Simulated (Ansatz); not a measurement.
Runs of Ansatz 0.2.0 on HgTe. The structure is tetragonal, space group I-4m2 (No. 119). Conventional cell: a = 6.091 Å, b = 6.091 Å, c = 3.119 Å, α = 90.00°, β = 90.00°, γ = 90.00°. Hg (site symmetry -4m2) is surrounded by 2 Hg at 3.12 Å and 4 Te at 3.14 Å. Te (site symmetry -4m2) has 2 Te at 3.12 Å and 4 Hg at 3.14 Å as nearest neighbours. Measurements of this composition are mostly on another form, of space group No. 216.

| task | level | k mesh | cutoff (eV) | screening (1/Å) | share of exact exchange | mesh quality | gap on the mesh (eV) | V0 of scaled cells (Å³/atom) | B0 (GPa) |
| --- | --- | --- | --- | --- | --- | --- | --- | --- | --- |
| single point | HSE06 form with a typed share of exact exchange | 5 × 5 × 5 | 420 | 0.6 | 0.25 | coarse | none | - | - |
| single point | HSE06 form with a typed share of exact exchange | 5 × 5 × 5 | 420 | 0.2 | 0.25 | coarse | none | - | - |
| single point | HSE06 form with a typed share of exact exchange | 5 × 5 × 5 | 420 | 0.3 | 0.25 | coarse | none | - | - |
| equation of state | HSE06 | 6 × 6 × 6 | 420 | - | - | coarse | - | (a) | 47 |
| single point | HSE06 form with a typed share of exact exchange | 5 × 5 × 5 | 420 | 0.15 | 0.25 | coarse | none | - | - |
| single point | HSE06 form with a typed share of exact exchange | 5 × 5 × 5 | 420 | 0.1 | 0.25 | coarse | none | - | - |
| equation of state | r2SCAN | 10 × 10 × 10 | 500 | - | - | not flagged | - | 28.23 | 47 |
| single point | HSE06 form with a typed share of exact exchange | 5 × 5 × 5 | 420 | 0.4 | 0.25 | coarse | none | - | - |

Alike in all rows: potentials or basis Ansatz PAW; no spin polarisation; cell as given; smearing fermi-dirac 0.05 eV.

Q: Fill in the values left out.

A: (a) 27.86.

Caveats: some runs use coarse meshes; the PAW data sets come from PBE, with cores solved anew for the run's functional, which leaves a small shift of forces and pressure; the cell was scaled at fixed shape and fractional positions, which overstates the stiffness of a crystal with free parameters, most of all of layers and chains (some runs).

A k mesh can miss the band edges, and the runs leave out spin-orbit coupling on Hg, Te.

A gap of «none» marks a metal or a gap under the smearing width.

Not every run made on this cell is shown here.
